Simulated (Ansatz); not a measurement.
**Al2Cu: comparing deformations**

These are results of Ansatz 0.2.0, DFT PBEsol, scalar-relativistic, plane waves, PAW, not measurements. The runs took a 420 eV cutoff, a Γ-centred 12×12×16 mesh and Gaussian smearing (0.15 eV). No spin polarisation. Energies are free energies at this smearing, counted from the undisturbed cell; pressure is positive in compression.

The undisturbed cell (relaxed at this level; it needn't be the usual structure):

```yaml
crystal:
  lattice:
    - [4.08417, 0.00000, 0.00000]
    - [0.00000, 4.08417, 0.00000]
    - [0.00000, 0.00000, 2.84639]
  atoms:
    - { symbol: Al, position: [0.50000, 0.00000, 0.50000] }
    - { symbol: Al, position: [0.00000, 0.50000, 0.50000] }
    - { symbol: Cu, position: [0.00000, 0.00000, 0.00000] }
```

The cell is strained by ε times a Voigt pattern (xx, yy, zz, yz, xz, xy; engineering shear) with fractional coordinates fixed. τ = (1/V0) dE/dε comes from the stress tensor. Of each scan, only the three points used here are listed.

| pattern | ε | τ (GPa) |
| --- | --- | --- |
| (0, 0, 0, 0, 1, 0) | -0.0050 | -0.30 |
| (0, 0, 0, 0, 1, 0) | 0.0000 | 0.00 |
| (0, 0, 0, 0, 1, 0) | 0.0025 | 0.15 |
| (0, 0, 0, 0, 0, 1) | -0.0150 | -0.77 |
| (0, 0, 0, 0, 0, 1) | 0.0000 | 0.00 |
| (0, 0, 0, 0, 0, 1) | 0.0075 | 0.39 |

Q: Which constants do the scans give, and which deformation costs least for the same size of strain tensor?

A: The slope dτ/dε at zero (parabola through three points) is pᵀCp: (0, 0, 0, 0, 1, 0) gives C55 = 60 GPa; (0, 0, 0, 0, 0, 1) gives C66 = 52 GPa. The size of the strain tensor, ε:ε, is ε² times 0.5, 0.5. Per unit of it the stiffnesses are 121, 104 GPa, so (0, 0, 0, 0, 0, 1) is the softest of these: at ε:ε = (1 %)² the quadratic term costs 0.51 meV/atom against 0.60 for the stiffest. These are clamped-ion values.

In a metal these slopes depend on the k mesh and the smearing.

Cost: 17 runs of about 6.4 core-minutes in all, on Arm Neoverse V2 (shared hosts).